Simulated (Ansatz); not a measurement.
Here is an Ansatz 0.2.0 calculation.

input.yaml

```yaml
crystal:
  lattice:
    - [0.0, 2.77, 2.77]
    - [2.77, 0.0, 2.77]
    - [2.77, 2.77, 0.0]
  atoms:
    - { symbol: Te, position: [0.75, 0.75, 0.75] }
    - { symbol: Be, position: [0.0, 0.0, 0.0] }
kpoints:
  mp_grid: { grid: [8, 8, 8] }
scf:
  occupations: { method: fermi_dirac, width: 0.05 }
hamiltonian:
  xc: pbesol
  pseudopotentials: { kind: all_electron, lapw: { basis_error: 0.001 } }
output:
  forces: true
  stress: true
relax:
  f_tol: 0.01
  max_steps: 60
  cell: { p_target: 10 }
```

Potentials or basis: all-electron LAPW, scalar-relativistic.

The run is started by

```bash
$ ansatz run input.yaml --threads 1 --pin off --max-ram 3072MiB --backend cpu --events-out ev --progress --plain --runs-dir out
```

**Question.** Predict the space group after relaxing (to 0.05 Å).

**Answer.** F-43m (No. 216).

**Question.** What does it give for the band gap on the k mesh?

**Answer.** 1.49 eV.

**Question.** Estimate the relaxed cell.

**Answer.** a = 3.797 Å, b = 3.797 Å, c = 3.797 Å, α = 60.00°, β = 60.00°, γ = 60.00°.

**Question.** What does it give for the relaxed volume?

**Answer.** 19.36 Å³/atom.

Final structure:
```yaml
crystal:
  lattice:
    - [0.00000, 2.68523, 2.68523]
    - [2.68523, 0.00000, 2.68523]
    - [2.68523, 2.68523, 0.00000]
  atoms:
    - { symbol: Te, position: [0.75000, 0.75000, 0.75000] }
    - { symbol: Be, position: [0.00000, 0.00000, 0.00000] }
```

Caveat: spin-orbit coupling is left out, which moves the levels of the heavy elements. PBEsol gaps usually lie below the measured ones, often by a third to a half.
